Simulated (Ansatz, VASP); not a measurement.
# Sc in VASP and in Ansatz

Contents of INCAR:

```
  ALGO = Normal
  EDIFF = 1E-7
  ENCUT = 520
  GGA = CA
  ISIF = 2
  ISMEAR = -1
  LASPH = True
  LCHARG = True
  LELF = True
  LREAL = False
  LVHAR = True
  LWAVE = False
  NBANDS = 12
  NELM = 60
  PREC = Accurate
  SIGMA = 0.1
```

File KPOINTS:

```
k-points
0
Gamma
  20 20 20
```

The input POSCAR:

```
Sc
1.0
   -1.8090548561      1.8090548561      1.8090548561
    1.8090548561     -1.8090548561      1.8090548561
    1.8090548561      1.8090548561     -1.8090548561
Sc
1
Direct
    0.0000000000      0.0000000000      0.0000000000
```

Input for Ansatz:

```yaml
crystal:
  lattice:
    - [-1.8090548561, 1.8090548561, 1.8090548561]
    - [1.8090548561, -1.8090548561, 1.8090548561]
    - [1.8090548561, 1.8090548561, -1.8090548561]
  atoms:
    - { symbol: Sc, position: [0.0, 0.0, 0.0] }
hamiltonian:
  xc: lda
  pseudopotentials:
    kind: paw
    azcp:
      Sc: "pseudopotentials/Sc.paw.azcp"
basis:
  ecutwfc: 420
  fft_grid_basis: typed
kpoints:
  mp_grid: { grid: [20, 20, 20], shift: [0, 0, 0] }
magnetization:
  spin_polarized: false
scf:
  occupations: { method: fermi_dirac, width: 0.1 }
output:
  stress: true
  write_density: true
  write_potential: true
  elf: true
  volumetric_format: npy
```

Alike in both runs: task single point; functional LDA; k mesh 20 × 20 × 20; occupations fermi-dirac, width 0.1 eV; no spin polarisation.

```csv
,VASP,Ansatz
version,VASP 6.6.1,Ansatz 0.2.0
potentials or method,"VASP PAW LDA potentials, release 64 (Sc_sv)","plane waves (420 eV) with PAW, scalar-relativistic"
plane-wave cutoff (eV),520,420
valence electrons in the cell,11,11
```

Ansatz gave:

- pressure (GPa): -2.2

Problem. Estimate VASP's values.

Solution. Pressure (GPa): -2.1.

Ansatz warned: «pseudo_functional_mismatch».
